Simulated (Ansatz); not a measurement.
What does this script print? It uses Ansatz 0.2.0, Python API.

`zro2.py`
```python
# -*- coding: utf-8 -*-
import warnings

import ansatz as az
from tabulate import tabulate


def main():
    warnings.simplefilter("ignore", az.DeckWarning)

    crystal = (
        az.Lattice.from_parameters(3.585031, 3.585031, 3.585031, alpha=60.0, beta=60.0, gamma=60.0)
        .atom("Zr", (0.0, 0.0, 0.0))
        .atom("O", (0.25, 0.25, 0.25))
        .atom("O", (0.75, 0.75, 0.75))
    )

    base = (
        crystal.calculation()
        .functional("pbe")
        .kpoints(6, center="gamma")
        .occupations("Fixed")
        .band_table()
    )
    typed = base.input()
    rows = []
    for value in [0.0001, 1e-06, 1e-08]:
        edited = typed.set(az.key.scf.convergence.dr2_threshold, value)
        rep = az.Session.from_dict(edited).plan().execute().report
        rows.append((value, rep["free_energy_ev"], rep["n_iterations"], len(rep["eigenvalues_ev"][0]) if "eigenvalues_ev" in rep else 0))
    print(tabulate(rows, headers=["threshold eV", "F eV", "iterations", "bands listed"], floatfmt=".4f", tablefmt="plain"))


if __name__ == "__main__":
    main()
```

Output of `python zro2.py`:
```text
  threshold eV        F eV    iterations    bands listed
        0.0001  -5323.8020             6              16
        0.0000  -5323.8020             6              16
        0.0000  -5323.8020             6              16
```

What to keep in mind:
- Total energies depend on the potentials; only differences at equal settings carry meaning. A total without «per atom» is that of the cell as typed.
- Spin is left out of this run.
- Of the deposited cell: the entry's cell lengths or inner coordinates differ somewhat from later room-temperature determinations.
- This is a high-temperature or high-pressure form, not the ambient phase.
- The starting cell is as deposited in a crystallographic database; the results hold for this polymorph, which needn't be the stable one.
- Finished in 1.7 s on 1 thread of Arm Neoverse V2, on a shared host, peak memory 0.32 GiB.

(A comment or docstring line of the script was reworded after the run, the code is as it ran; lines on the test bed's own set-up are left out of the output.)
